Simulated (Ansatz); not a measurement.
Relaxation of a periodic cell of 25 atoms, Si₈O₁₇ (host SiO2, host structure P4_2/mmc, interstitial O), to a largest force component of 0.08 eV/Å in at most 25 steps.

All numbers below come from DFT PBEsol, scalar-relativistic, plane waves, PAW (Ansatz 0.2.0). Settings: accuracy low, PAW set soft_1, cutoff 420 eV, k mesh 1x1x1, fermi-dirac smearing 0.02 eV, spin collinear.

```xyz
25
Lattice="7.1418 0.0000 0.0000 0.0000 7.1418 0.0000 0.0000 0.0000 8.8209" Properties=species:S:1:pos:R:3
Si 5.584 3.571 1.596
Si 3.571 5.584 6.006
Si 3.571 1.557 6.006
Si 5.584 3.571 7.225
Si 1.557 3.571 7.225
Si 1.557 3.571 1.596
Si 3.571 5.584 2.815
Si 3.571 1.557 2.815
O 4.894 2.248 2.205
O 4.894 4.894 6.616
O 2.248 2.248 6.616
O 2.248 4.894 2.205
O 2.248 4.894 6.616
O 2.248 2.248 2.205
O 4.894 4.894 2.205
O 4.894 2.248 6.616
O 5.402 3.571 0.000
O 3.571 5.402 4.410
O 3.571 1.740 4.410
O 1.740 3.571 0.000
O 0.000 3.571 1.982
O 3.571 0.000 6.393
O 0.000 3.571 6.839
O 3.571 0.000 2.428
O 3.535 1.667 0.083
```

Where does it end, and by what steps?

It converged. Limits of this set-up: coarse k mesh, PAW files made for another functional, a small cell, in which the defect meets its images, low accuracy level. After 8 steps the energy has fallen by 0.210 eV; O25 moved furthest, 1.06 Å.

```json
{"step": "0", "energy less start (eV)": "0.0000", "largest force component (eV/Å)": "0.319", "accepted": "yes"}
{"step": "1", "energy less start (eV)": "-0.0326", "largest force component (eV/Å)": "0.198", "accepted": "yes"}
{"step": "2", "energy less start (eV)": "-0.0832", "largest force component (eV/Å)": "0.279", "accepted": "yes"}
{"step": "3", "energy less start (eV)": "-0.1266", "largest force component (eV/Å)": "0.458", "accepted": "yes"}
{"step": "4", "energy less start (eV)": "-0.1607", "largest force component (eV/Å)": "0.476", "accepted": "yes"}
{"step": "5", "energy less start (eV)": "-0.1854", "largest force component (eV/Å)": "0.372", "accepted": "yes"}
{"step": "6", "energy less start (eV)": "-0.2078", "largest force component (eV/Å)": "0.104", "accepted": "yes"}
{"step": "7", "energy less start (eV)": "-0.1993", "largest force component (eV/Å)": "0.237", "accepted": "no"}
{"step": "8", "energy less start (eV)": "-0.2102", "largest force component (eV/Å)": "0.028", "accepted": "yes"}
```

```xyz
25
Lattice="7.1418 0.0000 0.0000 0.0000 7.1418 0.0000 0.0000 0.0000 8.8209" Properties=species:S:1:pos:R:3
Si 5.621 3.588 1.602
Si 3.610 5.615 6.019
Si 3.615 1.590 6.011
Si 5.626 3.603 7.224
Si 1.588 3.607 7.225
Si 1.584 3.592 1.607
Si 3.605 5.599 2.820
Si 3.610 1.574 2.808
O 4.947 2.254 2.213
O 4.943 4.943 6.633
O 2.272 2.276 6.604
O 2.270 4.920 2.215
O 2.277 4.941 6.634
O 2.265 2.254 2.214
O 4.936 4.921 2.207
O 4.951 2.277 6.596
O 5.458 3.592 0.002
O 3.607 5.420 4.420
O 3.599 1.761 4.409
O 1.762 3.587 0.006
O 0.033 3.593 2.018
O 3.608 0.033 6.408
O 0.038 3.610 6.811
O 3.603 0.015 2.421
O 2.666 1.064 -0.014
```

Whether the end is a true minimum wasn't checked by a vibrational analysis.

Time of the run: 88 s on 1 thread of Arm Neoverse V2 (shared host), peak memory 0.53 GiB.
